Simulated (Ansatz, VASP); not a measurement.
Two plane-wave programs on ZrH

```
Zr H
1.0
    -1.64391    1.64391    2.50440
     1.64391   -1.64391    2.50440
     1.64391    1.64391   -2.50440
Zr H
1 1
Direct
  0.00000 0.00000 0.00000
  0.75000 0.25000 0.50000
```

The cell comes from a database or a generator and needn't be the stable form of this composition.

Alike in both runs: task single point; functional r2SCAN; k mesh 8 × 8 × 8; occupations gaussian, width 0.1 eV; no spin polarisation.

|  | VASP | Ansatz |
| --- | --- | --- |
| version | VASP 6.6.1 | Ansatz 0.2.0 |
| potentials or method | VASP PAW PBE potentials, release 64 (Zr_sv, H) | scalar-relativistic, plane waves, PAW |
| plane-wave cutoff (eV) | 520 | 500 |
| valence electrons in the cell | 13 | 13 |

|  | VASP | Ansatz | Ansatz less VASP |
| --- | --- | --- | --- |
| gap on the k mesh at the Fermi level (eV) | none | none | - |
| pressure (GPa) | -1.4 | -1.3 | +0.04 |
| largest component of the traceless stress (GPa) | 1.17 | 1.15 | -0.018 |

A gap of «none» marks a metal or a gap that the smearing closes. The functional is the same, so the differences come from potentials, cutoffs and numerics.

Caveats: the PAW data sets were made with another functional, which shifts forces and pressure a little (VASP).
